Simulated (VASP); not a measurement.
# Li (Im-3m) in VASP: further runs

The runs below take Li through single point, relaxation of cell and atoms, with PBE+D3(BJ).

Everything below comes from runs of VASP 6.6.1. Logs are shortened: lines on timing, memory, paths and dates and some standing lists are left out, and cuts for length are marked.

## 1. The crystal as given

The structure is cubic, space group Im-3m (No. 229). The conventional cell has a = 3.325 Å, b = 3.325 Å, c = 3.325 Å, α = 90.00°, β = 90.00°, γ = 90.00°. Around Li (site symmetry m-3m) lie 8 Li at 2.88 Å.

## 2. Single point, PBE+D3(BJ)

File INCAR:

```
SYSTEM = Li
ALGO = Normal
EDIFF = 1E-7
ENCUT = 520
GGA = PE
ISIF = 2
ISMEAR = 0
IVDW = 12
LASPH = .True.
LCHARG = .False.
LREAL = .False.
LWAVE = .False.
NBANDS = 8
NELM = 100
PREC = Accurate
SIGMA = 0.1
```

File KPOINTS:

```
k-points
0
Gamma
  18 18 18
  0 0 0
```

File POSCAR:

```
Li
1.0
   -1.6625257874      1.6625257874      1.6625257874
    1.6625257874     -1.6625257874      1.6625257874
    1.6625257874      1.6625257874     -1.6625257874
Li
1
Direct
    0.0000000000      0.0000000000      0.0000000000
```

Potentials or basis: VASP PAW PBE potentials, release 64 (Li_sv).

The run is started by

```bash
> cat potpaw_PBE.64/Li_sv/POTCAR > POTCAR
> mpirun -np 1 vasp_std > vasp.out
```

OUTCAR:

```text
SYSTEM = Li
   EDIFF = 1E-7
   ENCUT = 520
   GGA = PE
   ISIF = 2
   ISMEAR = 0
   IVDW = 12
   LASPH = .True.
   LREAL = .False.
   NELM = 100
   PREC = Accurate
 IVDW          = 12

 ion  position               nearest neighbor table
   1  0.000  0.000  0.000-

  LATTYP: Found a body centered cubic cell.
 ALAT       =     3.3250515748

  Lattice vectors:

 A1 = (  -1.6625257874,   1.6625257874,   1.6625257874)
 A2 = (   1.6625257874,  -1.6625257874,   1.6625257874)
 A3 = (   1.6625257874,   1.6625257874,  -1.6625257874)

Analysis of symmetry for initial positions (statically):
=====================================================================
 Subroutine PRICEL returns:
 Original cell was already a primitive cell.

 Routine SETGRP: Setting up the symmetry group for a
 body centered cubic supercell.

 Subroutine GETGRP returns: Found 48 space group operations
 (whereof 48 operations were pure point group operations)
 out of a pool of 48 trial point group operations.

The static configuration has the point symmetry O_h .

Analysis of symmetry for dynamics (positions and initial velocities):
=====================================================================
 Subroutine PRICEL returns:
 Original cell was already a primitive cell.

 Routine SETGRP: Setting up the symmetry group for a
 body centered cubic supercell.

 Subroutine GETGRP returns: Found 48 space group operations
 (whereof 48 operations were pure point group operations)
 out of a pool of 48 trial point group operations.

The dynamic configuration has the point symmetry O_h .

 Subroutine INISYM returns: Found 48 space group operations
 (whereof 48 operations are pure point group operations),
 and found     1 'primitive' translations

----------------------------------------------------------------------------------------

                                     Primitive cell

  volume of cell :      18.3808

  direct lattice vectors                    reciprocal lattice vectors
    -1.662525787  1.662525787  1.662525787     0.000000000  0.300747215  0.300747215
     1.662525787 -1.662525787  1.662525787     0.300747215  0.000000000  0.300747215
     1.662525787  1.662525787 -1.662525787     0.300747215  0.300747215  0.000000000

  length of vectors
     2.879579133  2.879579133  2.879579133     0.425320790  0.425320790  0.425320790

  position of ions in fractional coordinates (direct lattice)
     0.000000000  0.000000000  0.000000000

  ion indices of the primitive-cell ions
   primitive index   ion index
                 1           1

----------------------------------------------------------------------------------------

 KPOINTS: k-points

Automatic generation of k-mesh.
 Grid dimensions read from file:
 generate k-points for:   18   18   18

 Generating k-lattice:

  Cartesian coordinates                     Fractional coordinates (reciprocal lattice)
     0.000000000  0.016708179  0.016708179     0.055555556  0.000000000  0.000000000
     0.016708179  0.000000000  0.016708179     0.000000000  0.055555556  0.000000000
     0.016708179  0.016708179  0.000000000     0.000000000  0.000000000  0.055555556

  Length of vectors
     0.023628933  0.023628933  0.023628933

  Shift w.r.t. Gamma in fractional coordinates (k-lattice)
     0.000000000  0.000000000  0.000000000

 Subroutine IBZKPT returns following result:
 ===========================================

 Found    195 irreducible k-points:

 Following reciprocal coordinates:
            Coordinates               Weight
  0.000000  0.000000  0.000000      1.000000
  0.055556  0.000000  0.000000     12.000000
  0.111111  0.000000  0.000000     12.000000
  0.166667  0.000000  0.000000     12.000000
  0.222222  0.000000  0.000000     12.000000
  0.277778  0.000000  0.000000     12.000000
[... 16 lines left out ...]
  0.333333  0.111111  0.000000     48.000000
  0.388889  0.111111  0.000000     48.000000
 [... further k-points ...]
   k-points           NKPTS =    195   k-points in BZ     NKDIM =    195   number of bands    NBANDS=      8
   number of dos      NEDOS =    301   number of ions     NIONS =      1
   total plane-waves  NPLWV =  13824
   dimension x,y,z NGX =    24 NGY =   24 NGZ =   24
   dimension x,y,z NGXF=    48 NGYF=   48 NGZF=   48
   ions per type =               1
   NGX,Y,Z   is equivalent  to a cutoff of  13.86, 13.86, 13.86 a.u.
   NGXF,Y,Z  is equivalent  to a cutoff of  27.71, 27.71, 27.71 a.u.
 SYSTEM =  Li
   PREC   = accura    normal or accurate (medium, high low for compatibility)
   ISTART =      0    job   : 0-new  1-cont  2-samecut
   ICHARG =      2    charge: 1-file 2-atom 10-const
   ISPIN  =      1    spin polarized calculation?
   LNONCOLLINEAR =      F non collinear calculations
   LSORBIT =      F    spin-orbit coupling
   LASPH  =      T    aspherical Exc in radial PAW
   ENCUT  =  520.0 eV  38.22 Ry    6.18 a.u.   5.35  5.35  5.35*2*pi/ulx,y,z
   NELM   =    100;   NELMIN=  2; NELMDL= -5     # of ELM steps
   EDIFF  = 0.1E-06   stopping-criterion for ELM
   LREAL  =      F    real-space projection
   EDIFFG = 0.1E-05   stopping-criterion for IOM
   NSW    =      0    number of steps for IOM
   IBRION =     -1    ionic relax: 0-MD 1-quasi-New 2-CG
   NFREE  =      0    steps in history (QN), initial steepest desc. (CG)
   ISIF   =      2    stress and relaxation
   ISYM   =      2    0-nonsym 1-usesym 2-fastsym
   POTIM  = 0.5000    time-step for ionic-motion
   TEBEG  =    0.0;   TEEND  =   0.0 temperature during run
   PSTRESS=    0.0 pullay stress
   NELECT =       3.0000    total number of electrons
   NUPDOWN=      -1.0000    fix difference up-down
   EMIN   =  10.00;   EMAX   =-10.00  energy-range for DOS
   EFERMI =   0.00;   METHOD = LEGACY
   ISMEAR =     0;   SIGMA  =   0.10  broadening in eV -4-tet -1-fermi 0-gaus
   EFERMI_NEDOS =   21; number of points for ismear=-14 and -15
   IALGO  =     38    algorithm
   IMIX   =      4    mixing-type and parameters
     AMIX     =   0.40;   BMIX     =  1.00
     AMIX_MAG =   1.60;   BMIX_MAG =  1.00
  volume/ion in A,a.u.               =      18.38       124.04
  Fermi-wavevector in a.u.,A,eV,Ry     =   0.894664  1.690671 10.890437  0.800425
  Thomas-Fermi vector in A             =   2.016898
   LORBIT       =      0    0 simple, 1 ext, 2 COOP (PROOUT), +10 PAW based schemes
   GGA     = PE    functional components
   LHFCALC =     F    Hartree Fock is set to
   AEXX    =    0.0000 exact exchange contribution
   IVDW    =    12    specifies the selected vdW correction
   LEPSILON=     F    determine dielectric tensor
   LRPA    =     F    only Hartree local field effects (RPA)
 non-spin polarized calculation
 Gauss-broadening in eV      SIGMA  =   0.10
  energy-cutoff  :      520.00
  volume of cell :       18.38
 maximum number of plane-waves:       531
 NGX is ok and might be reduce to    24
   NGX = 11   NGY = 11   NGZ = 11

 number of electron       3.0000003 magnetization

 Free energy of the ion-electron system (eV)
  ---------------------------------------------------
  ext. energy  EPLUGINS =         0.00000000
  ---------------------------------------------------
  free energy    TOTEN  =        -1.89702078 eV

  energy without entropy =       -1.89451206  energy(sigma->0) =       -1.89576642

 E-fermi :   0.9176     XC(G=0):  -7.2867

 val. band max:        0.8952143020   @ k =   0.2778   0.2222   0.0000
 cond. band min:       0.9428218728   @ k =   0.3333   0.1667   0.0000
 fundamental gap:      0.0476075708
 Fermi energy:         0.9176154952

 k-point     1 :       0.0000    0.0000    0.0000
  band No.  band energies     occupation
      1     -45.4561      2.00000
      2      -2.7748      2.00000
      3      16.5728      0.00000
      4      16.5728      0.00000
      5      16.5728      0.00000
      6      21.5513      0.00000
      7      21.5513      0.00000
      8      21.5513      0.00000

 k-point     2 :       0.0556    0.0000    0.0000
  band No.  band energies     occupation
      1     -45.4551      2.00000
      2      -2.7139      2.00000
      3      16.1446      0.00000
      4      16.2394      0.00000
      5      16.4590      0.00000
      6      20.4716      0.00000
      7      20.6548      0.00000
      8      21.8499      0.00000

 k-point     3 :       0.1111    0.0000    0.0000
  band No.  band energies     occupation
      1     -45.4526      2.00000
      2      -2.5329      2.00000
      3      14.8614      0.00000
      4      15.4965      0.00000
      5      16.1314      0.00000
      6      19.3954      0.00000
      7      19.4644      0.00000
      8      21.4067      0.00000

 k-point     4 :       0.1667    0.0000    0.0000
  band No.  band energies     occupation
      1     -45.4488      2.00000
      2      -2.2309      2.00000
      3      13.0628      0.00000
      4      14.6654      0.00000
      5      15.6495      0.00000
      6      18.3969      0.00000
      7      18.9325      0.00000
      8      21.3565      0.00000

 k-point     5 :       0.2222    0.0000    0.0000
  band No.  band energies     occupation
      1     -45.4442      2.00000
      2      -1.8079      2.00000
      3      11.1534      0.00000
      4      13.8896      0.00000
      5      15.1076      0.00000
      6      17.4852      0.00000
      7      18.7912      0.00000
      8      21.6346      0.00000
[... 177 lines left out ...]
 k-point    22 :       0.2778    0.1111    0.0000
  band No.  band energies     occupation
      1     -45.4334      2.00000
      2      -0.4266      2.00000
      3       7.6723      0.00000
      4      11.3638      0.00000
      5      13.1824      0.00000
      6      18.2415      0.00000
      7      19.2319      0.00000
      8      22.9768      0.00000

 k-point    23 :       0.3333    0.1111    0.0000
  band No.  band energies     occupation
      1     -45.4298      2.00000
      2       0.3081      2.00000
      3       6.1919      0.00000
      4      10.9971      0.00000
      5      12.8351      0.00000
      6      17.9621      0.00000
      7      19.5103      0.00000
      8      23.6917      0.00000

 k-point    24 :       0.3889    0.1111    0.0000
  band No.  band energies     occupation
      1     -45.4275      2.00000
      2       1.0218      0.14058
      3       5.0258      0.00000
      4      10.7758      0.00000
      5      12.6230      0.00000
      6      17.7809      0.00000
      7      19.7521      0.00000
      8      24.4437      0.00000

 [... further k-points ...]

------------------------ aborting loop because EDIFF is reached ----------------------------------------

 Edisp (eV)   -0.18641

 E8    (eV) :    -0.0775

  FORCE on cell =-STRESS in cart. coord.  units (eV):
  Direction    XX          YY          ZZ          XY          YZ          ZX
  --------------------------------------------------------------------------------------
  -------------------------------------------------------------------------------------
  Total      -0.01612    -0.01612    -0.01612     0.00000     0.00000    -0.00000
  in kB      -1.40492    -1.40492    -1.40492     0.00000     0.00000    -0.00000
  external pressure =       -1.40 kB  Pullay stress =        0.00 kB

 VOLUME and BASIS-vectors are now :
 -----------------------------------------------------------------------------
  energy-cutoff  :      520.00
  volume of cell :       18.38
      direct lattice vectors                 reciprocal lattice vectors
    -1.662525787  1.662525787  1.662525787     0.000000000  0.300747215  0.300747215
     1.662525787 -1.662525787  1.662525787     0.300747215  0.000000000  0.300747215
     1.662525787  1.662525787 -1.662525787     0.300747215  0.300747215  0.000000000

 POSITION                                       TOTAL-FORCE (eV/Angst)
 -----------------------------------------------------------------------------------
      0.00000      0.00000      0.00000        -0.000000      0.000000     -0.000000
 -----------------------------------------------------------------------------------
    total drift:                               -0.000000      0.000000      0.000000

  FREE ENERGIE OF THE ION-ELECTRON SYSTEM (eV)
  ---------------------------------------------------
  free  energy   TOTEN  =        -2.0834304932 eV

  energy  without entropy=       -2.0809217709  energy(sigma->0) =       -2.08217613
```

Wall time 12 s (1 thread of Intel Xeon Platinum 8488C (Sapphire Rapids), shared host); peak memory 0.14 GiB.

Results:

```
Free energy                : -2.0834 eV
Band gap on the k mesh     : none (metal or under the smearing width)
Dispersion energy per atom : -0.186 eV
```

Caveat: the cutoff is under 1.25 times the usual one of these potentials, so pressure, stress and relaxed cells hold a basis-set (Pulay) error; pairwise dispersion overbinds metals, which lowers pressure and volume.

[end of part 1 of 2]
